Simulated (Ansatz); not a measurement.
# SnSe2: shifting one sublattice

This session takes SnSe2 and sets out to measure how stiffly every Se atom is held.

The COD entry's cell or inner coordinates are ideal or old and differ from later refinements, so a difference from it is no clean test against experiment.

Program: Ansatz 0.2.0. Level of theory: DFT PBEsol, scalar-relativistic, plane waves, PAW. These are calculated values, not measurements.

### 1 The system as given

Symmetry: P-3m1, No. 164, trigonal system. The conventional cell has a = 3.811 Å, b = 3.811 Å, c = 6.137 Å, α = 90.00°, β = 90.00°, γ = 120.00°. Sn (site symmetry -3m) has 6 Se at 2.68 Å as nearest neighbours. Se (site symmetry 3m) is surrounded by 3 Sn at 2.68 Å.

As a file:

```
Sn Se
1.0
     3.81100    0.00000    0.00000
    -1.90550    3.30042    0.00000
     0.00000    0.00000    6.13700
Sn Se
1 2
Direct
  0.00000 0.00000 0.00000
  0.33333 0.66667 0.25000
  0.66667 0.33333 0.75000
```

The cell is taken as given, not relaxed at this level.

### 2 Zero of energy

Reference values: F = -16799.1920 eV; pressure 2.24 GPa; largest force 0.537 eV/Å; gap on the mesh 0.63 eV. It was computed beforehand with the settings of the runs below.

### 3 Next: shifting one sublattice

Every Se atom is moved by x along the Cartesian unit vector (0.000, -0.820, -0.572); the cell and all other atoms stay fixed. Forces below are components along that vector, summed over the moved atoms.

### 4 At x = -0.300 Å

The input, input.yaml:

```yaml
crystal:
  lattice:
    - [3.8109987816, 0.0, 0.0]
    - [-1.9054993908, 3.3004217586, 0.0]
    - [0.0, 0.0, 6.137]
  atoms:
    - { symbol: Sn, position: [0.0, 0.0, 0.0] }
    - { symbol: Se, position: [0.3706136646, 0.7412273292, 0.2779602485] }
    - { symbol: Se, position: [0.703946998, 0.4078939959, 0.7779602485] }
basis:
  ecutwfc: 420
kpoints:
  mp_grid: { grid: [12, 12, 6] }
hamiltonian:
  xc: pbesol
scf:
  occupations: { method: gaussian, width: 0.05 }
output:
  forces: true
  stress: true
  eigenvalues: true
```

Started as:

```bash
> ansatz run input.yaml --threads 1 --pin off --max-ram 2560MiB --backend cpu --events-out ev --progress --plain --runs-dir out
```

What it wrote (excerpt; [...] marks lines left out):

```text
Warning: RAYON_NUM_THREADS=1 ignored (pool sized by the plan → 1); use --threads N
[...]
Pseudopotentials: kind: paw
Pseudopotential: Sn, paw, valence charge 14, recommended cutoff 420 eV (normal), Sn.paw.azcp
Pseudopotential: Se, paw, valence charge 16, recommended cutoff 420 eV (normal), Se.paw.azcp
Functional definition: PBEsol
[...]
Crystal: 3 atoms, lattice volume = 77.191 Å³
Basis set: ecut = 420 eV, 1485 PW (Γ), exchange–correlation on 54×54×90 points (8 copies of the dense FFT grid, shifted against one another)
Bands: 28, of which v1, the nominal top of the filled ones, is band 23 counted from 1 (22 counted from 0)
Symmetry: 2 space group operations
Space group: Cm (ITA 8), of the structure as read, at distance tolerance 4.3e-5 Å
k-points: 242 of 864 (time reversal used)
[...]
SCF iter   1: F=—  HF=-16798.719699 eV  |F-HF|=—  |Δ(HF+E_count)|=         —  Δρ=2.30e-3  dr2=6.36e-3  ethr=1.77e-3  ⟨swp⟩=6.5  Hψ=30390  notcnv=0
[...]
SCF iter   7: F=-16798.716066 eV  HF=-16798.716066 eV  |F-HF|=3.46e-9  |Δ(HF+E_count)|=   1.76e-7  Δρ=3.47e-6  dr2=1.93e-8  ethr=2.17e-10  ⟨swp⟩=8.1  Hψ=28168  notcnv=0
[...]
SCF converged after 7 iterations
Free energy (F): -16798.716066 eV
[...]
E sigma→0 (E₀):  -16798.716048 eV
Entropy (-TS):   -0.000035 eV (-0.012 meV/atom)
Fermi energy:    8.505119 eV
[...]
--- Forces (eV/Å), atoms counted from 1 ---
  atom   1  Sn     0.00000000     2.14166844     3.08544015
  atom   2  Se    -0.00000000    -0.23379890    -0.52064494
  atom   3  Se    -0.00000000    -1.90787961    -2.56477732
[...]
--- Stress (GPa, compression-positive) ---
        1.138824       0.000000       0.000000
        0.000000       7.824893       4.650827
        0.000000       4.650828       5.175550
  P = ⅓ Tr σ = 4.7131 GPa (47.131 kbar)
--- Band table (eV; the first three rows and the last of 242) ---
[...]
```

It took 56 s on 1 thread of Intel Xeon Platinum 8259CL at 2.50GHz (Skylake/Cascade Lake), shared host; peak memory 0.7 GiB.

### 5 x = 0.225 Å

Edit input.yaml of step 4 so:

```diff
@@ -7,4 +7,4 @@
     - { symbol: Sn, position: [0.0, 0.0, 0.0] }
-    - { symbol: Se, position: [0.3706136646, 0.7412273292, 0.2779602485] }
-    - { symbol: Se, position: [0.703946998, 0.4078939959, 0.7779602485] }
+    - { symbol: Se, position: [0.3053730849, 0.6107461697, 0.2290298137] }
+    - { symbol: Se, position: [0.6387064182, 0.2774128364, 0.7290298137] }
 basis:
```

Started as:

```bash
> ansatz run input.yaml --threads 1 --pin off --max-ram 2560MiB --backend cpu --events-out ev --progress --plain --runs-dir out
```

What it wrote (excerpt; [...] marks lines left out):

```text
[...]
SCF converged after 7 iterations
Free energy (F): -16798.937032 eV
[...]
E sigma→0 (E₀):  -16798.937032 eV
Fermi energy:    8.433104 eV
[...]
--- Forces (eV/Å), atoms counted from 1 ---
  atom   1  Sn    -0.00000000    -1.40876053    -2.19392784
  atom   2  Se     0.00000000     1.16129147     1.89500947
  atom   3  Se     0.00000000     0.24748038     0.29890116
[...]
--- Stress (GPa, compression-positive) ---
        1.356600       0.000000       0.000000
        0.000000       5.050088       2.579542
        0.000000       2.579542       4.334470
  P = ⅓ Tr σ = 3.5804 GPa (35.804 kbar)
--- Band table (eV; the first three rows and the last of 242) ---
[...]
```

Run time: 59 s. Hardware: 1 thread of Intel Xeon Platinum 8259CL at 2.50GHz (Skylake/Cascade Lake), shared host; peak memory 0.69 GiB.

### 6 x = -0.150 Å

Edit input.yaml of step 5 so:

```diff
@@ -7,4 +7,4 @@
     - { symbol: Sn, position: [0.0, 0.0, 0.0] }
-    - { symbol: Se, position: [0.3053730849, 0.6107461697, 0.2290298137] }
-    - { symbol: Se, position: [0.6387064182, 0.2774128364, 0.7290298137] }
+    - { symbol: Se, position: [0.351973499, 0.703946998, 0.2639801242] }
+    - { symbol: Se, position: [0.6853068323, 0.3706136646, 0.7639801242] }
 basis:
```

Started as:

```bash
> ansatz run input.yaml --threads 1 --pin off --max-ram 2560MiB --backend cpu --events-out ev --progress --plain --runs-dir out
```

What it wrote (excerpt; [...] marks lines left out):

```text
Warning: RAYON_NUM_THREADS=1 ignored (pool sized by the plan → 1); use --threads N
[...]
[... 4 set-up lines as earlier in the session ...]
[...]
Crystal: 3 atoms, lattice volume = 77.191 Å³
Basis set: ecut = 420 eV, 1485 PW (Γ), exchange–correlation on 54×54×90 points (8 copies of the dense FFT grid, shifted against one another)
Bands: 28, of which v1, the nominal top of the filled ones, is band 23 counted from 1 (22 counted from 0)
[... 2 set-up lines as earlier in the session ...]
k-points: 242 of 864 (time reversal used)
[...]
SCF iter   1: F=—  HF=-16799.085666 eV  |F-HF|=—  |Δ(HF+E_count)|=         —  Δρ=2.20e-3  dr2=3.78e-3  ethr=1.77e-3  ⟨swp⟩=6.5  Hψ=30121  notcnv=0
[...]
SCF iter   7: F=-16799.082649 eV  HF=-16799.082649 eV  |F-HF|=1.91e-8  |Δ(HF+E_count)|=   2.64e-7  Δρ=4.54e-6  dr2=2.97e-8  ethr=2.17e-10  ⟨swp⟩=5.0  Hψ=25665  notcnv=0
[...]
SCF converged after 7 iterations
Free energy (F): -16799.082649 eV
[...]
E sigma→0 (E₀):  -16799.082649 eV
Fermi energy:    8.350092 eV
[...]
--- Forces (eV/Å), atoms counted from 1 ---
  atom   1  Sn     0.00000000     0.84766866     1.40678469
  atom   2  Se     0.00000000    -0.22502116    -0.05407951
  atom   3  Se    -0.00000000    -0.62265679    -1.35268856
[...]
--- Stress (GPa, compression-positive) ---
        1.531160       0.000000       0.000000
        0.000000       3.151657       1.135481
        0.000000       1.135481       3.782356
  P = ⅓ Tr σ = 2.8217 GPa (28.217 kbar)
--- Band table (eV; the first three rows and the last of 242) ---
  k-point 0: bands = ["-39.0893", "-39.0852", "-39.0484", "-39.0279", "-39.0183", "-38.6640", "-38.6638", "-38.6395", "-38.6259", "-38.6207", "-13.2325", "-13.2155", "-13.1772", "-13.1634", "-13.1626", "-6.1079", "-4.1879", "1.8560", "6.8894", "7.2682", "7.6469", "7.9243", "8.0417", [...]
[...]
```

It took 54 s on 1 thread of Intel Xeon Platinum 8259CL at 2.50GHz (Skylake/Cascade Lake), shared host; peak memory 0.69 GiB.

### 7 Point x = 0.075 Å

Edit input.yaml of step 6 so:

```diff
@@ -7,4 +7,4 @@
     - { symbol: Sn, position: [0.0, 0.0, 0.0] }
-    - { symbol: Se, position: [0.351973499, 0.703946998, 0.2639801242] }
-    - { symbol: Se, position: [0.6853068323, 0.3706136646, 0.7639801242] }
+    - { symbol: Se, position: [0.3240132505, 0.648026501, 0.2430099379] }
+    - { symbol: Se, position: [0.6573465838, 0.3146931677, 0.7430099379] }
 basis:
```

Started as:

```bash
> ansatz run input.yaml --threads 1 --pin off --max-ram 2560MiB --backend cpu --events-out ev --progress --plain --runs-dir out
```

What it wrote (excerpt; [...] marks lines left out):

```text
Warning: RAYON_NUM_THREADS=1 ignored (pool sized by the plan → 1); use --threads N
[...]
[... 4 set-up lines as earlier in the session ...]
[...]
Crystal: 3 atoms, lattice volume = 77.191 Å³
Basis set: ecut = 420 eV, 1485 PW (Γ), exchange–correlation on 54×54×90 points (8 copies of the dense FFT grid, shifted against one another)
Bands: 28, of which v1, the nominal top of the filled ones, is band 23 counted from 1 (22 counted from 0)
[... 2 set-up lines as earlier in the session ...]
k-points: 242 of 864 (time reversal used)
[...]
SCF iter   1: F=—  HF=-16799.168291 eV  |F-HF|=—  |Δ(HF+E_count)|=         —  Δρ=2.24e-3  dr2=3.69e-3  ethr=1.77e-3  ⟨swp⟩=6.5  Hψ=30080  notcnv=0
[...]
SCF iter   7: F=-16799.165247 eV  HF=-16799.165247 eV  |F-HF|=1.89e-8  |Δ(HF+E_count)|=   2.04e-7  Δρ=4.81e-6  dr2=3.37e-8  ethr=2.17e-10  ⟨swp⟩=5.0  Hψ=26280  notcnv=0
[...]
SCF converged after 7 iterations
Free energy (F): -16799.165247 eV
[...]
E sigma→0 (E₀):  -16799.165247 eV
Fermi energy:    8.348814 eV
[...]
--- Forces (eV/Å), atoms counted from 1 ---
  atom   1  Sn    -0.00000000    -0.39690206    -0.68695015
  atom   2  Se     0.00000000     0.24753816     0.90774034
  atom   3  Se    -0.00000000     0.14936883    -0.22081906
[...]
--- Stress (GPa, compression-positive) ---
        1.643590       0.000000       0.000000
        0.000000       2.045617       0.282289
        0.000000       0.282289       3.469297
  P = ⅓ Tr σ = 2.3862 GPa (23.862 kbar)
--- Band table (eV; the first three rows and the last of 242) ---
  k-point 0: bands = ["-38.9770", "-38.9755", "-38.9403", "-38.9304", "-38.9194", "-38.7615", "-38.7612", "-38.7355", "-38.7272", "-38.7195", "-13.1994", "-13.1954", "-13.1552", "-13.1411", "-13.1408", "-6.0416", "-4.2287", "1.8564", "7.1486", "7.2969", "7.6211", "7.7528", "7.9849", [...]
[...]
```

Wall time 65 s (1 thread of Intel Xeon Platinum 8259CL at 2.50GHz (Skylake/Cascade Lake), shared host); peak memory 0.7 GiB.

### 8 At x = 0.263 Å

Edit input.yaml of step 7 so:

```diff
@@ -7,4 +7,4 @@
     - { symbol: Sn, position: [0.0, 0.0, 0.0] }
-    - { symbol: Se, position: [0.3240132505, 0.648026501, 0.2430099379] }
-    - { symbol: Se, position: [0.6573465838, 0.3146931677, 0.7430099379] }
+    - { symbol: Se, position: [0.3007130435, 0.6014260869, 0.2255347826] }
+    - { symbol: Se, position: [0.6340463768, 0.2680927536, 0.7255347826] }
 basis:
```

Started as:

```bash
> ansatz run input.yaml --threads 1 --pin off --max-ram 2560MiB --backend cpu --events-out ev --progress --plain --runs-dir out
```

What it wrote (excerpt; [...] marks lines left out):

```text
[...]
SCF converged after 7 iterations
Free energy (F): -16798.836953 eV
[...]
E sigma→0 (E₀):  -16798.836952 eV
Entropy (-TS):   -0.000000 eV (-0.000 meV/atom)
Fermi energy:    8.471033 eV
[...]
--- Forces (eV/Å), atoms counted from 1 ---
  atom   1  Sn    -0.00000000    -1.74967349    -2.62436755
  atom   2  Se     0.00000000     1.50542366     2.21177712
  atom   3  Se     0.00000000     0.24425979     0.41257118
[...]
--- Stress (GPa, compression-positive) ---
        1.251761       0.000000       0.000000
        0.000000       6.321431       3.533614
        0.000000       3.533615       4.714094
  P = ⅓ Tr σ = 4.0958 GPa (40.958 kbar)
--- Band table (eV; the first three rows and the last of 242) ---
[...]
```

It took 51 s on 1 thread of Intel Xeon Platinum 8259CL at 2.50GHz (Skylake/Cascade Lake), shared host; peak memory 0.69 GiB.

### 9 x = 0.188 Å

The input, input.yaml:

```yaml
crystal:
  lattice:
    - [3.8109987816, 0.0, 0.0]
    - [-1.9054993908, 3.3004217586, 0.0]
    - [0.0, 0.0, 6.137]
  atoms:
    - { symbol: Sn, position: [0.0, 0.0, 0.0] }
    - { symbol: Se, position: [0.3100331263, 0.6200662526, 0.2325248447] }
    - { symbol: Se, position: [0.6433664596, 0.2867329192, 0.7325248447] }
basis:
  ecutwfc: 420
kpoints:
  mp_grid: { grid: [12, 12, 6] }
hamiltonian:
  xc: pbesol
scf:
  occupations: { method: gaussian, width: 0.05 }
output:
  forces: true
  stress: true
  eigenvalues: true
  write_density: true
  write_potential: true
  elf: true
  volumetric_format: npy
```

Started as:

```bash
> ansatz run input.yaml --threads 1 --pin off --max-ram 2560MiB --backend cpu --events-out ev --progress --plain --runs-dir out
```

What it wrote (excerpt; [...] marks lines left out):

```text
Warning: RAYON_NUM_THREADS=1 ignored (pool sized by the plan → 1); use --threads N
[...]
[... 4 set-up lines as earlier in the session ...]
[...]
Crystal: 3 atoms, lattice volume = 77.191 Å³
Basis set: ecut = 420 eV, 1485 PW (Γ), exchange–correlation on 54×54×90 points (8 copies of the dense FFT grid, shifted against one another)
Bands: 28, of which v1, the nominal top of the filled ones, is band 23 counted from 1 (22 counted from 0)
[... 2 set-up lines as earlier in the session ...]
k-points: 242 of 864 (time reversal used)
[...]
SCF iter   1: F=—  HF=-16799.021433 eV  |F-HF|=—  |Δ(HF+E_count)|=         —  Δρ=2.19e-3  dr2=4.00e-3  ethr=1.77e-3  ⟨swp⟩=6.5  Hψ=30166  notcnv=0
[...]
SCF iter   7: F=-16799.018362 eV  HF=-16799.018362 eV  |F-HF|=1.43e-8  |Δ(HF+E_count)|=   2.54e-7  Δρ=4.28e-6  dr2=2.73e-8  ethr=2.17e-10  ⟨swp⟩=13.0  Hψ=46110  notcnv=0
[...]
SCF converged after 7 iterations
Free energy (F): -16799.018362 eV
[...]
E sigma→0 (E₀):  -16799.018362 eV
Fermi energy:    8.391992 eV
[...]
--- Forces (eV/Å), atoms counted from 1 ---
  atom   1  Sn    -0.00000000    -1.11072342    -1.78967371
  atom   2  Se     0.00000000     0.86898314     1.60996644
  atom   3  Se     0.00000000     0.24175051     0.17969142
[...]
--- Stress (GPa, compression-positive) ---
        1.450619       0.000000       0.000000
        0.000000       3.997381       1.781828
        0.000000       1.781829       4.026069
  P = ⅓ Tr σ = 3.1580 GPa (31.580 kbar)
--- Band table (eV; the first three rows and the last of 242) ---
[...]
```

Run time: 75 s. Hardware: 1 thread of Intel Xeon Platinum 8259CL at 2.50GHz (Skylake/Cascade Lake), shared host; peak memory 0.68 GiB.

Axes a, b and c in the maps are those of this run's conventional cell (a, b, c = 6.601, 3.811, 6.137 Å).

Density in a lattice plane of the grid's cell (edges 6.60 and 6.14 Å, at 0.000 of the third edge), which holds Sn and Se.

Ten even steps from '0' (0.01 e/Å³) to '9' (36.49 e/Å³):
```
210000000000000000000001
000000000000000000000000
000000000000000123100000
000000000000000289300000
000000000000000145200000
000000000000000000000000
000000000000000000000000
000000000000000000000000
000000000000000000000000
000000000000000000000000
000000000000000000000000
000000002210000000000000
000000028930000000000000
000000014510000000000000
000000000000000000000000
000000000000000000000000
210000000000000000000001
431000000000000000000013
```
Columns run along the first of these edges and rows up along the second, over one cell in 24 and 18 even steps from the bottom left corner. Atoms in the plane (fractional): Sn at (0.00, 0.00), Se at (0.69, 0.77), Se at (0.36, 0.27).

ELF in the same plane.

Ten even steps from '0' (0.00) to '9' (0.87):
```
001322100001246777764310
223221000001468888887432
322221000002578754788633
222110000003688511488752
111000000003688744688741
000000000002589999998631
000000000000268999997510
000000011110025788864100
000002467763100133210000
000136899998620000000000
000268999999862000000000
001379986689974100000000
111479852158874100000111
222479963358863100001222
333468987788752000012223
223346787777531000012232
001334555554211011122310
001222222221112344433210
```
Columns run along the first of these edges and rows up along the second, over one cell in 24 and 18 even steps from the bottom left corner. Atoms in the plane (fractional): Sn at (0.00, 0.00), Se at (0.69, 0.77), Se at (0.36, 0.27).

Both are smooth fields of the valence electrons: close to the nuclei they are not physical.

The highest ELF values outside the cores: 0.88 beside Se, off the lines to its neighbours, 0.9 Å from Se; 0.82 in the shell around Se, 0.9 Å from Se; 0.81 on the Se–Sn line, 0.9 Å from Se.

### 10 Point x = 0.113 Å

The input, input.yaml:

```yaml
crystal:
  lattice:
    - [3.8109987816, 0.0, 0.0]
    - [-1.9054993908, 3.3004217586, 0.0]
    - [0.0, 0.0, 6.137]
  atoms:
    - { symbol: Sn, position: [0.0, 0.0, 0.0] }
    - { symbol: Se, position: [0.3193532091, 0.6387064182, 0.2395149068] }
    - { symbol: Se, position: [0.6526865424, 0.3053730849, 0.7395149068] }
basis:
  ecutwfc: 420
kpoints:
  mp_grid: { grid: [12, 12, 6] }
hamiltonian:
  xc: pbesol
scf:
  occupations: { method: gaussian, width: 0.05 }
output:
  forces: true
  stress: true
  eigenvalues: true
```

Started as:

```bash
> ansatz run input.yaml --threads 1 --pin off --max-ram 2560MiB --backend cpu --events-out ev --progress --plain --runs-dir out
```

What it wrote (excerpt; [...] marks lines left out):

```text
[...]
SCF converged after 7 iterations
Free energy (F): -16799.131262 eV
[...]
E sigma→0 (E₀):  -16799.131262 eV
Fermi energy:    8.348485 eV
[...]
--- Forces (eV/Å), atoms counted from 1 ---
  atom   1  Sn    -0.00000000    -0.61211389    -1.04066523
  atom   2  Se     0.00000000     0.41707788     1.11964777
  atom   3  Se    -0.00000000     0.19504396    -0.07900683
[...]
--- Stress (GPa, compression-positive) ---
        1.596039       0.000000       0.000000
        0.000000       2.503481       0.636612
        0.000000       0.636612       3.598088
  P = ⅓ Tr σ = 2.5659 GPa (25.659 kbar)
--- Band table (eV; the first three rows and the last of 242) ---
  k-point 0: bands = ["-39.0331", "-39.0304", "-38.9945", "-38.9793", "-38.9691", "-38.7115", "-38.7113", "-38.6873", "-38.6759", "-38.6698", "-13.2130", "-13.2037", "-13.1643", "-13.1505", "-13.1499", "-6.0697", "-4.2112", "1.8562", "7.0225", "7.2845", "7.6323", "7.8516", "7.9992", [...]
[...]
```

Wall time 46 s (1 thread of Intel Xeon Platinum 8259CL at 2.50GHz (Skylake/Cascade Lake), shared host); peak memory 0.68 GiB.

### 11 x = 0.037 Å

Edit input.yaml of step 10 so:

```diff
@@ -7,4 +7,4 @@
     - { symbol: Sn, position: [0.0, 0.0, 0.0] }
-    - { symbol: Se, position: [0.3193532091, 0.6387064182, 0.2395149068] }
-    - { symbol: Se, position: [0.6526865424, 0.3053730849, 0.7395149068] }
+    - { symbol: Se, position: [0.3286732919, 0.6573465838, 0.2465049689] }
+    - { symbol: Se, position: [0.6620066253, 0.3240132505, 0.7465049689] }
 basis:
```

Started as:

```bash
> ansatz run input.yaml --threads 1 --pin off --max-ram 2560MiB --backend cpu --events-out ev --progress --plain --runs-dir out
```

What it wrote (excerpt; [...] marks lines left out):

```text
Warning: RAYON_NUM_THREADS=1 ignored (pool sized by the plan → 1); use --threads N
[...]
[... 4 set-up lines as earlier in the session ...]
[...]
Crystal: 3 atoms, lattice volume = 77.191 Å³
Basis set: ecut = 420 eV, 1485 PW (Γ), exchange–correlation on 54×54×90 points (8 copies of the dense FFT grid, shifted against one another)
Bands: 28, of which v1, the nominal top of the filled ones, is band 23 counted from 1 (22 counted from 0)
[... 2 set-up lines as earlier in the session ...]
k-points: 242 of 864 (time reversal used)
[...]
SCF iter   1: F=—  HF=-16799.188391 eV  |F-HF|=—  |Δ(HF+E_count)|=         —  Δρ=2.26e-3  dr2=3.72e-3  ethr=1.77e-3  ⟨swp⟩=6.4  Hψ=30022  notcnv=0
[...]
SCF iter   7: F=-16799.185346 eV  HF=-16799.185346 eV  |F-HF|=4.26e-10  |Δ(HF+E_count)|=   1.86e-7  Δρ=4.34e-6  dr2=2.91e-8  ethr=2.17e-10  ⟨swp⟩=4.9  Hψ=26780  notcnv=0
[...]
SCF converged after 7 iterations
Free energy (F): -16799.185346 eV
[...]
E sigma→0 (E₀):  -16799.185346 eV
Fermi energy:    8.348960 eV
[...]
--- Forces (eV/Å), atoms counted from 1 ---
  atom   1  Sn    -0.00000000    -0.19511614    -0.34140261
  atom   2  Se     0.00000000     0.10979333     0.71419726
  atom   3  Se    -0.00000000     0.08532406    -0.37283999
[...]
--- Stress (GPa, compression-positive) ---
        1.672606       0.000000       0.000000
        0.000000       1.772937       0.070488
        0.000000       0.070488       3.393205
  P = ⅓ Tr σ = 2.2796 GPa (22.796 kbar)
--- Band table (eV; the first three rows and the last of 242) ---
  k-point 0: bands = ["-38.9212", "-38.9206", "-38.8861", "-38.8813", "-38.8693", "-38.8135", "-38.8132", "-38.7841", "-38.7796", "-38.7696", "-13.1914", "-13.1904", "-13.1498", "-13.1354", "-13.1353", "-6.0244", "-4.2395", "1.8565", "7.2564", "7.3046", "7.6139", "7.6583", "7.9795", [...]
[...]
```

Wall time 52 s (1 thread of Intel Xeon Platinum 8259CL at 2.50GHz (Skylake/Cascade Lake), shared host); peak memory 0.69 GiB.

### 12 All points together

All points in order; energies are free energies above the reference cell:

| x (Å) | ΔE (meV/cell) | force on the moved atoms (eV/Å) | pressure (GPa) | gap on the mesh (eV) |
| --- | --- | --- | --- | --- |
| -0.300 | 475.9 | 3.522 | 4.7 | 0.14 |
| -0.150 | 109.3 | 1.500 | 2.8 | 0.59 |
| 0.000 | 0.0 | 0.000 | 2.2 | 0.63 |
| 0.037 | 6.7 | -0.355 | 2.3 | 0.63 |
| 0.075 | 26.7 | -0.718 | 2.4 | 0.62 |
| 0.113 | 60.7 | -1.097 | 2.6 | 0.61 |
| 0.188 | 173.6 | -1.935 | 3.2 | 0.47 |
| 0.225 | 255.0 | -2.410 | 3.6 | 0.36 |
| 0.263 | 355.0 | -2.936 | 4.1 | 0.25 |

Not run, since symmetry makes them alike: 0.300 repeats -0.300, -0.225 repeats 0.225, 0.150 repeats -0.150, -0.075 repeats 0.075. Energy, pressure and gap are the same there.

### 13 Outcome

| quantity | value |
| --- | --- |
| force constant along x, from the points at -0.150, 0 and 0.037 Å | 9.58 eV/Å² for the 2 moved atoms together |

In words: The restoring force grows by 9.58 eV/Å per Å near the site for the 2 atoms together, 4.79 on average. The step of 0.15 Å is wide, so anharmonic terms mix in. The undisturbed cell stays the lowest of the sampled points. The gap on the mesh stays between 0.14 and 0.63 eV. Layers here are held mostly by dispersion, which this level lacks, so their spacing and the stiffness across them are unreliable there.

Spin-orbit coupling is left out, though the cell holds Sn; it can move the gap.
